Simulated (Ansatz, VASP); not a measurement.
## KBr: VASP beside Ansatz

File INCAR:

```
SYSTEM = KBr
ALGO     = Fast           ! electronic algorithm
EDIFF    = 1E-6           ! SCF threshold, eV
ENCUT    = 520            ! plane-wave cutoff, eV
GGA      = PE             ! functional
ISIF     = 2              ! what is computed and relaxed
ISMEAR   = 0              ! smearing method
LASPH    = .True.         ! aspherical terms in the spheres
LCHARG   = .False.        ! write CHGCAR
LREAL    = .False.        ! projectors in reciprocal space
LWAVE    = .False.        ! write WAVECAR
NBANDS   = 24             ! bands
NELM     = 100            ! most SCF steps
PREC     = Accurate       ! precision mode
SIGMA    = 0.02           ! smearing width, eV
```

Contents of KPOINTS:

```
k-points
0
Gamma
  6 6 4
  0 0 0
```

POSCAR

```
KBr
1.0
    3.2494682275      3.2494682275      0.0000000000
   -3.4086548178      3.4086548178      0.0000000000
    0.0000000000      0.0000000000      6.7202435739
K Br
2 2
Direct
    0.0000000000      0.0000000000      0.0000000000
    0.5000000000      0.5000000000      0.5000000000
    0.5000000000      0.5000000000      0.0000000000
    0.0000000000      0.0000000000      0.5000000000
```

Input for Ansatz:

```yaml
crystal:
  lattice:
    - [3.2494682275, 3.2494682275, 0.0]
    - [-3.4086548178, 3.4086548178, 0.0]
    - [0.0, 0.0, 6.7202435739]
  atoms:
    - { symbol: K, position: [0.0, 0.0, 0.0] }
    - { symbol: K, position: [0.5, 0.5, 0.5] }
    - { symbol: Br, position: [0.5, 0.5, 0.0] }
    - { symbol: Br, position: [0.0, 0.0, 0.5] }
basis:
  ecutwfc: 420
kpoints:
  mp_grid: { grid: [6, 6, 4] }
  band_path: { path: [VBM, CBM], npoints: 2 }
hamiltonian:
  xc: pbe
scf:
  occupations: { method: gaussian, width: 0.02 }
output:
  forces: true
  stress: true
  eigenvalues: true
checkpoint:
  read: start.run
  write: ck
  compress: false
  write_wavefunctions: false
  write_every: 100000
```

Alike in both runs: task single point; functional PBE; k mesh 6 × 6 × 4; occupations gaussian, width 0.02 eV; no spin polarisation.

|  | VASP | Ansatz |
| --- | --- | --- |
| version | VASP 6.6.1 | Ansatz 0.2.0 |
| potentials or method | VASP PAW PBE potentials, release 64 (K_sv, Br) | scalar-relativistic, plane waves, PAW |
| plane-wave cutoff (eV) | 520 | 420 |
| valence electrons in the cell | 32 | 32 |

|  | VASP | Ansatz | Ansatz less VASP |
| --- | --- | --- | --- |
| gap on the k mesh at the Fermi level (eV) | 4.28 | 4.28 | +0.001 |
| least direct gap on the mesh (eV) | 4.28 | 4.28 | +0.001 |
| pressure (GPa) | 0.2 | 0.2 | -0.03 |
| largest component of the traceless stress (GPa) | 0.25 | 0.25 | +0.002 |

A k mesh can miss the band edges.
